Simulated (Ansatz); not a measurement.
**Na$_{2}$Cl: energy from the work of forces and stress**

```
CELL_PARAMETERS angstrom
3.55609 0.00000 0.00000
0.00000 3.55609 0.00000
0.00000 0.00000 12.59257
ATOMIC_POSITIONS crystal
Na 0.00000 0.00000 0.22690
Na 0.00000 0.00000 0.77310
Na 0.00000 0.00000 0.50000
Na 0.50000 0.50000 0.00000
Cl 0.50000 0.50000 0.35918
Cl 0.50000 0.50000 0.64082
```

Method: Ansatz, DFT PBEsol, scalar-relativistic, plane waves, PAW.

Plane waves to 420 eV, a k mesh through Γ of 10×10×4 on the computed 6-atom cell and Gaussian smearing (0.10 eV); no spin polarisation.

At the start the stress (GPa, compression positive, xx yy zz yz xz xy) is -0.89 -0.89 -0.09 0.00 0.00 0.00 and the forces (eV/Å) are Na1 (0.00, 0.00, 0.14); Na2 (0.00, 0.00, -0.14); Na3 (0.00, 0.00, 0.00); Na4 (0.00, 0.00, 0.00); Cl5 (0.00, 0.00, 0.05); Cl6 (0.00, 0.00, -0.05). Each variant moves atoms by u and then strains the cell by ε, so an atom ends at (r + u)(1 + ε); shears are tensor components, each standing twice in ε. The starting volume is 159.24 Å³.

Variant 1: strain (xx yy zz yz xz xy, %) -5.56 -1.13 2.01 0.00 0.00 0.00, moves (Å) Na1 (0.000, 0.000, -0.052); Na2 (0.000, 0.000, 0.052); Cl5 (0.000, 0.000, -0.005); Cl6 (0.000, 0.000, 0.005). There the stress is 1.78 -0.49 -0.89 0.00 0.00 0.00 GPa and the forces (eV/Å) are Na1 (0.00, 0.00, 0.29); Na2 (0.00, 0.00, -0.29); Na3 (0.00, 0.00, 0.00); Na4 (0.00, 0.00, 0.00); Cl5 (0.00, 0.00, 0.06); Cl6 (0.00, 0.00, -0.06).

Variant 2: strain (xx yy zz yz xz xy, %) -1.65 -0.78 3.28 0.10 -1.22 -0.71, moves (Å) Na1 (0.012, 0.078, 0.102); Na2 (-0.078, 0.011, -0.062); Na3 (0.024, -0.019, 0.052); Na4 (-0.035, -0.034, -0.075); Cl5 (0.115, 0.015, 0.036); Cl6 (-0.037, -0.051, -0.052). There the stress is -0.25 -0.67 -0.62 -0.01 -0.04 0.00 GPa and the forces (eV/Å) are Na1 (0.02, -0.02, 0.08); Na2 (0.01, -0.01, -0.09); Na3 (-0.01, -0.01, -0.06); Na4 (0.00, 0.01, 0.06); Cl5 (0.00, 0.01, 0.07); Cl6 (-0.02, 0.01, -0.07).

Variant 3: strain (xx yy zz yz xz xy, %) 7.23 7.23 -1.77 0.00 0.00 0.00, moves (Å) Na1 (0.000, 0.000, 0.035); Na2 (0.000, 0.000, -0.035); Cl5 (0.000, 0.000, 0.038); Cl6 (0.000, 0.000, -0.038). There the stress is -2.93 -2.93 0.15 0.00 0.00 0.00 GPa and the forces (eV/Å) are Na1 (0.00, 0.00, 0.05); Na2 (0.00, 0.00, -0.05); Na3 (0.00, 0.00, 0.00); Na4 (0.00, 0.00, 0.00); Cl5 (0.00, 0.00, -0.17); Cl6 (0.00, 0.00, 0.17).

Variant 4: strain (xx yy zz yz xz xy, %) -0.26 -0.55 -0.45 0.09 0.50 -0.09, moves (Å) Na1 (-0.013, -0.031, 0.048); Na2 (-0.006, -0.012, -0.031); Na3 (-0.014, 0.099, 0.012); Na4 (0.007, -0.024, 0.009); Cl5 (0.018, 0.022, 0.011); Cl6 (0.008, -0.053, -0.048). There the stress is -0.76 -0.63 0.48 -0.04 -0.04 -0.01 GPa and the forces (eV/Å) are Na1 (0.01, 0.01, 0.07); Na2 (0.01, -0.01, -0.07); Na3 (0.01, -0.02, -0.03); Na4 (0.00, 0.00, -0.01); Cl5 (-0.02, 0.00, 0.02); Cl6 (0.00, 0.02, 0.02).

Problem. Estimate each change of free energy from forces and stresses by the trapezoid rule along the path (r + tu)(1 + tε), t from 0 to 1, and compare with the computed change.

Solution. The derivative of the energy along the path is −F·u(1 + tε) for the atoms and −V σ(1 + tε)⁻¹ : ε for the cell, with F, σ and V taken at t (σ positive in compression; 1 eV/Å³ = 160.2 GPa). Averaging t = 0 and t = 1 gives, in meV per atom:
| variant | work on atoms | work on cell | sum | computed |
| --- | --- | --- | --- | --- |
| 1 | 3.8 | 4.4 | 8.2 | 7.1 |
| 2 | -3.1 | -0.8 | -3.9 | -4.2 |
| 3 | -0.3 | 47.8 | 47.4 | 49.8 |
| 4 | -1.2 | -0.9 | -2.0 | -2.2 |

The rule is exact for a quadratic energy surface and overshoots a term ct³ by c/2, so the difference between the last two columns measures the net anharmonic part along the path (terms of opposite sign can cancel, and the finite basis adds a little): 5 to 15 % here.

Spin polarisation was left out, and a magnetic state may lie lower.